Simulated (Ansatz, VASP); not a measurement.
**HfO2: VASP beside Ansatz**

```
Hf O
1.0
     3.57682    0.00000    0.00000
     0.00000    3.57682    0.00000
     0.00000    0.00000    5.20267
Hf O
2 4
Direct
  0.50000 0.50000 0.50000
  0.00000 0.00000 0.00000
  0.00000 0.50000 0.69616
  0.50000 0.00000 0.80384
  0.50000 0.00000 0.30384
  0.00000 0.50000 0.19616
```

Alike in both runs: functional r2SCAN; k mesh 6 × 6 × 6; occupations gaussian, width 0.02 eV; no spin polarisation.

Ansatz relaxed the structure, and its values are those at the end. VASP's run is a single point on that final structure, the one shown.

|  | VASP | Ansatz |
| --- | --- | --- |
| version | VASP 6.6.1 | Ansatz 0.2.0 |
| potentials or method | VASP PAW PBE potentials, release 64 (Hf_pv, O) | scalar-relativistic, plane waves, PAW |
| plane-wave cutoff (eV) | 520 | 500 |
| valence electrons in the cell | 44 | 76 |

```csv
,VASP,Ansatz,Ansatz less VASP
gap on the k mesh at the Fermi level (eV),5.24,5.26,+0.023
least direct gap on the mesh (eV),5.32,5.33,+0.015
pressure (GPa),-3.6,0.0,+3.56
rms of the force components (eV/Å),0.032,0.000,-0.0318
```

The two sets of potentials don't hold the same shells in valence.

Caveats: the PAW data sets were made with another functional, which shifts forces and pressure a little (VASP); spin-orbit coupling is left out, which moves the levels of the heavy elements. A k mesh can miss the band edges. r2SCAN opens gaps a little over a GGA but as a rule still falls short of measured ones.
